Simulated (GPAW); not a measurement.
Input of a GPAW 26.7.0 run:

File run.py:

```python
from ase import Atoms
from ase.filters import FrechetCellFilter
from ase.io import write
from ase.optimize import BFGS
from gpaw import GPAW, PW, setup_paths

setup_paths.insert(0, '.')

atoms = Atoms(['Pt', 'S', 'S'],
              cell=[[3.5432, 0.0, 0.0],
                    [-1.7716, 3.0685012107, 0.0],
                    [0.0, 0.0, 5.0388]],
              scaled_positions=[[0.0, 0.0, 0.0],
                                [0.6666666667, 0.3333333333, 0.773],
                                [0.3333333333, 0.6666666667, 0.227]],
              pbc=True)

calc = GPAW(mode=PW(600),
            xc='PBEsol',
            kpts={'size': (6, 6, 4), 'gamma': True},
            occupations={'name': 'fermi-dirac', 'width': 0.05},
            nbands=26,
            convergence={'density': 1e-05, 'forces': 0.0001},
            maxiter=150,
            txt='gpaw.txt')
atoms.calc = calc
opt = BFGS(FrechetCellFilter(atoms), trajectory='relax.traj', logfile='-')
done = opt.run(fmax=0.02, steps=60)
calc.write('gs.gpw')
write('result.traj', atoms)
print('Converged:', done)
print('Cell:', atoms.cell.cellpar().round(4))
print('Volume:', round(atoms.get_volume(), 4))
print(atoms.get_scaled_positions().round(5))
```

Potentials or basis: PAW data sets generated in the run's folder for this functional, pw.

Launch:

```console
$ gpaw-setup -f PBEsol Pt S
$ OMP_NUM_THREADS=1 python run.py
```

Question: What does it give for the space group after relaxing (to 0.05 Å)?

Answer: P-3m1 (No. 164).

Question: Predict the band gap on the k mesh.

Answer: 0.26 eV, indirect (least direct gap 1.10 eV).

The path:
```
step  energy change (eV)  largest force (eV/Å)  pressure (GPa)  volume (Å³)
   1              0.0000                0.9726            6.42        54.78
   2             -0.0403                0.6238            3.52        55.36
   3             -0.0652                0.1212           -0.44        56.18
   4             -0.0659                0.0780           -0.68        56.18
   5             -0.0674                0.0011           -0.89        56.04
   6             -0.0684                0.0306           -0.68        55.78
   7             -0.0687                0.0136           -0.26        55.54
   8             -0.0688                0.0070           -0.06        55.46
   9             -0.0689                0.0232            0.07        55.40
  10             -0.0691                0.0512            0.28        55.25
  11             -0.0696                0.0901            0.58        54.92
  12             -0.0705                0.1353            0.95        54.20
  13             -0.0715                0.1438            1.08        53.30
  14             -0.0724                0.0916            0.68        52.91
  15             -0.0730                0.0125            0.05        52.97
```

Caveat: later steps reuse the first step's grids; spin-orbit coupling is left out, which moves the levels of the heavy elements. A k mesh can miss the band edges.
